A density functional that gives a smaller crystal should also give a stiffer one, because atoms that already sit close together resist a further squeeze more strongly. The naive way to put a number on this is to treat the change of functional as if it were a squeeze. Take body-centred cubic tantalum as PBE describes it, compress it to the volume that LDA prefers, and read off the stiffness there. The direction of this guess is right for every row of the table, but its size is not.

Body-centred cubic Ta, calculated with FLEUR MaX-R8.1 (later development tree) using all-electron FLAPW DFT without spin polarisation, spin-orbit coupling or dispersion correction. The k mesh is 11 × 11 × 11, with Fermi-Dirac smearing of 0.05 eV. Equation-of-state fits to energies at five or seven volumes give the columns; the slope is the pressure derivative of the bulk modulus.

```csv
functional,equilibrium volume (Å³/atom),bulk modulus (GPa),bulk modulus slope
LDA,17.188,228.50,4.440
PBE,18.239,193.20,4.580
PBEsol,17.621,212.60,4.630
r2SCAN,17.996,198.40,3.890
WC,17.706,211.70,4.490
```

The equilibrium volume is the volume per atom at which the calculated energy is lowest. The bulk modulus is the resistance to uniform compression: the pressure needed per unit of fractional volume loss. The bulk modulus slope tells how fast this resistance grows as pressure rises. A slope near 4.5 means that a squeeze by one per cent in volume stiffens the crystal by about four and a half per cent.

The LDA crystal is 5.8% smaller than the PBE crystal. Squeezing the PBE crystal to that size, with the slope held at its table value, would bring its bulk modulus to about 254 GPa, whereas LDA itself gives 228.5 GPa. The squeeze picture is thus 11% too high for LDA, and it also overshoots for the three functionals in between. Changing the functional stiffens tantalum less than compressing it to the same volume does.

### Why a change of functional is gentler than a squeeze

LDA treats the electrons at each point as if they belonged to a uniform gas, and it tends to bind atoms too tightly. The other functionals also respond to how unevenly the electrons are spread, and they favour an uneven distribution. The density of the outer electrons is expected to become more uneven as the atoms move apart, so these functionals favour a larger crystal. Compared with LDA, they act like an extra outward push from inside the metal.

The calculations show this push directly. At the same volumes, the difference between the PBE and LDA energies changes with volume as if PBE added an outward pressure of about 12 GPa. For PBEsol and WC the push is about half as large, in line with their weaker response to density gradients in the exchange energy. The crystal expands until its own cohesion balances the push, which is why PBE ends with the largest volume.

The push is not constant. Far-separated atoms exert no push on one another, so it must finally die away as the crystal expands. Within the range calculated here it already weakens, from 12.8 GPa in the lower half of the volumes to 11.6 GPa in the upper half. The energies used for this are rounded to 1 meV, which could change the drop by up to about half, so its sign is safer than its size.

A push that grows under compression works like an additional spring. At one common volume, the 18.01 Å³ per atom of the cell from which the calculations started, PBE is therefore the stiffest of the five functionals, at 205 GPa, and LDA the softest, at 186 GPa. This is the reverse of their order in the table. LDA owes its high bulk modulus to its small volume, and it gives part of that gain back because it lacks the extra spring.

### From the push to a rule

Let $V$ be the equilibrium volume, $B$ the bulk modulus and $B'$ the bulk modulus slope. Start from LDA, with bulk modulus $B_0$, and let another functional expand the crystal by a small fraction $x$ of its volume. Expansion alone lowers the bulk modulus by $B'B_0x$. The push that causes the expansion is about $B_0x$, and if it weakens by $m$ per cent for each per cent of volume, it adds $mB_0x$ to the stiffness. Together,

$$B \approx B_0\,[1-(B'-m)\,x], \qquad\text{or, for larger steps,}\qquad B \propto V^{-(B'-m)} .$$

For LDA, $B'$ is 4.4. Comparing the other four functionals with LDA at the common volume gives a best common value of about 1.5 for $m$, with single rows between 1.2 and 1.7. The exponent is then close to 3. Since $m$ comes from the same fitted energy curves as the bulk moduli, this shows that the explanation is consistent; it is not an independent proof.

The rule for use by hand is therefore

$$B \approx B_\mathrm{known}\left(\frac{V_\mathrm{known}}{V}\right)^{3}.$$

One per cent less volume means about three per cent more stiffness. The rule needs one known row and the equilibrium volume given by the other functional.

### Two rows worked by hand

PBE serves as the known row, and LDA is the longest step from it. The ratio of the volumes is 18.239/17.188, or about 1.061, and its cube is about 1.195. Hence

$$B_\mathrm{LDA} \approx 193.2\ \mathrm{GPa}\times 1.195 \approx 231\ \mathrm{GPa}.$$

The table has 228.5 GPa, so the estimate is 1% too high. The table value is itself somewhat less certain than the others, because only one of the calculated volumes lies below the LDA minimum.

For r2SCAN the step is short enough for mental arithmetic. The PBE volume is larger by 1.35%, so the bulk modulus should be higher by about 4%, which gives 201 GPa. The calculation gives 198.4 GPa. This estimate is 1.4% too high, the largest miss among the four estimates made from PBE, although the step is the shortest. The error of the rule therefore does not simply grow with distance; each functional also has a small character of its own that volume does not capture.

### Accuracy and range

Whichever row is taken as the known one, the cube rule reproduces every other bulk modulus in the table to within about 1.6%. The full spread to be explained, from PBE to LDA, is 18%. A power law with a free exponent, fitted to all five rows, gives an exponent of 2.9 with a standard error of 0.2, so 3 is a fair rounding. Both worked rows belong to that fit, and their small misses show how well the rule sums up the table, not how it would do for a sixth functional. The printed analysis after this text lists the estimates row by row.

An accuracy of this kind is enough to place a functional on the scale, but not to separate close neighbours. WC gives a volume about 0.5% larger than PBEsol, so the rule makes it softer by about 3 GPa. In the table the two differ by only 0.9 GPa, and they are best regarded as equally stiff. A predicted difference of one or two per cent should not be used to rank two functionals.

The volume has to be known well, because its relative error is tripled in the bulk modulus. The tripling applies to volume, not to the edge of the cubic cell. An error of one per cent in the edge is three per cent in volume and about nine per cent in the bulk modulus. A rough lattice constant is therefore a poor starting point.

The exponent belongs to a change of functional. When one functional is kept and the metal is put under pressure, no push is added or removed, and the stiffness follows the bulk modulus slope itself. For PBE that means about four and a half per cent per per cent of volume instead of three. The stiffness of compressed tantalum should therefore be estimated from the slope; the cube rule would give too small a rise.

For another metal, the same reasoning suggests that the functional with the smaller volume will again be the stiffer one, as long as the push weakens slowly enough for $m$ to stay below $B'$. The exponent would have to be found anew from these two numbers, and the table tests it for tantalum alone, over about six per cent in volume. Going from one element to another is a different matter, because the bonding itself then changes along with the volume.

The rule turns one calculated bulk modulus into another; it does not tell which lies nearest to the real metal. The table holds no measured bulk modulus, and the calculations leave out spin-orbit coupling, thermal expansion and the zero-point motion of the atoms. The r2SCAN volume lies close to that of the starting cell, which is near the measured one at room temperature, but for these reasons the match is no proof that the r2SCAN stiffness is the most accurate.

The analysis program printed:

```
Estimates from the PBE row:
     row  PBE volume over volume  cube rule GPa  cube rule miss %  one-curve GPa  one-curve miss %
     LDA                   1.061          230.9             1.029          253.5             10.96
     PBE                       1          193.2                 0          193.2                 0
  PBEsol                   1.035          214.2            0.7756          226.2             6.416
  r2SCAN                   1.014          201.1             1.377          205.4             3.549
      WC                    1.03          211.2           -0.2465          221.3             4.539
LDA volume below PBE volume, %: 5.762
LDA bulk modulus above PBE, %: 18.27
Largest cube-rule miss for any choice of anchor row, %: 1.628
fit of lnB on 5 rows: coefficient of lnV -2.908 +/- 0.17, constant -0.003323 +/- 0.0057; rms 0.00584, worst r2SCAN 0.00912, leave-one-out rms 0.0086
All rows at the volume of the given cell:
     row  bulk modulus there GPa  push relative to LDA GPa  stiffness relative to LDA GPa
     LDA                   185.7                         0                              0
     PBE                   204.7                     12.15                          19.01
  PBEsol                   192.1                     5.225                          6.458
  r2SCAN                   197.8                     9.486                           12.1
      WC                   196.1                      6.17                          10.42
Added stiffness per unit of push (m): 1.465
Exponent expected from LDA slope minus m: 2.975
Push of PBE against LDA from raw energies, smaller volumes 16.93 to 18.01 A^3, GPa: 12.75
Push of PBE against LDA from raw energies, larger volumes 18.01 to 19.09 A^3, GPa: 11.56
```
